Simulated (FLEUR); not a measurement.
**Hf: band structure with PBEsol**

The system is Hf.

```
Hf
1.0
     0.00000    2.22000    2.22000
     2.22000    0.00000    2.22000
     2.22000    2.22000    0.00000
Hf
1
Direct
  0.00000 0.00000 0.00000
```

This isn't the form of Hf at room conditions, which is hcp.

```yaml
Program: FLEUR MaX-R8.1 (later development tree)
Task: band structure
Functional: PBEsol
Potentials_or_basis: all-electron
Basis: FLAPW
Kmax: 4.1 1/bohr
k_mesh: 10 × 10 × 10
Occupations: fermi-dirac, width 0.05 eV
Spin: no spin polarisation
Gmax: 12.7 1/bohr
Muffin-tin_radii: Hf 2.66 bohr
lmax: Hf 10
lnonsphr: Hf 10
Local_orbitals_a_species: Hf 4
Max_iterations: 60
Mixing_factor: 0.05
Mixer: Anderson
Mixer_history: 15
Density_convergence: 1e-05 me/bohr^3
```

- Band gap along the path: none (metal or under the smearing width)
- Valence electrons inside the program's atomic spheres: Hf 24.12 (radii Hf 2.66 bohr)

Levels at the corners of the path, in eV from the Fermi level:
| point | band 9 | band 10 | band 11 | band 12 | band 13 | band 14 | band 15 | band 16 | band 17 | band 18 |
| --- | --- | --- | --- | --- | --- | --- | --- | --- | --- | --- |
| Γ | -11.53 | -11.53 | -11.53 | -7.30 | 1.38 | 1.38 | 1.38 | 4.24 | 4.24 | 11.43 |
| X | -11.57 | -11.57 | -11.55 | -3.38 | -2.23 | 2.65 | 6.44 | 7.09 | 7.09 | 10.06 |
| W | -11.58 | -11.58 | -11.55 | -1.86 | -0.40 | -0.40 | 2.51 | 7.10 | 9.25 | 9.72 |
| K | -11.58 | -11.56 | -11.55 | -2.32 | -1.48 | 0.88 | 4.04 | 6.06 | 6.78 | 10.01 |
| Γ | -11.53 | -11.53 | -11.53 | -7.30 | 1.38 | 1.38 | 1.38 | 4.24 | 4.24 | 11.43 |
| L | -11.56 | -11.56 | -11.53 | -3.72 | 0.67 | 1.14 | 1.14 | 6.44 | 6.44 | 9.63 |
| U | -11.58 | -11.56 | -11.55 | -2.32 | -1.48 | 0.88 | 4.04 | 6.06 | 6.78 | 10.01 |
| W | -11.58 | -11.58 | -11.55 | -1.86 | -0.40 | -0.40 | 2.51 | 7.10 | 9.25 | 9.72 |
| L | -11.56 | -11.56 | -11.53 | -3.72 | 0.67 | 1.14 | 1.14 | 6.44 | 6.44 | 9.63 |
| K | -11.58 | -11.56 | -11.55 | -2.32 | -1.48 | 0.88 | 4.04 | 6.06 | 6.78 | 10.01 |
| U | -11.58 | -11.56 | -11.55 | -2.32 | -1.48 | 0.88 | 4.04 | 6.06 | 6.78 | 10.01 |
| X | -11.57 | -11.57 | -11.55 | -3.38 | -2.23 | 2.65 | 6.44 | 7.09 | 7.09 | 10.06 |

Core levels (eV from the Fermi level):
| atom | levels |
| --- | --- |
| 1 Hf | 1s1/2 -65171.9, 2s1/2 -11134.6, 2p1/2 -10634.3, 2p3/2 -9443.0, 3s1/2 -2532.8, 3p1/2 -2311.0, 3p3/2 -2055.8, 4s1/2 -505.8, 3d3/2 -1680.5, 3d5/2 -1624.8, 4p1/2 -415.0, 4p3/2 -356.5, 4d3/2 -207.3, 4d5/2 -196.6 |

Wall time 15 s on 1 thread of Arm Neoverse V2, with other jobs on the host, peak memory 0.07 GiB.

Caveat: spin-orbit coupling is left out, which moves the levels of the heavy elements.
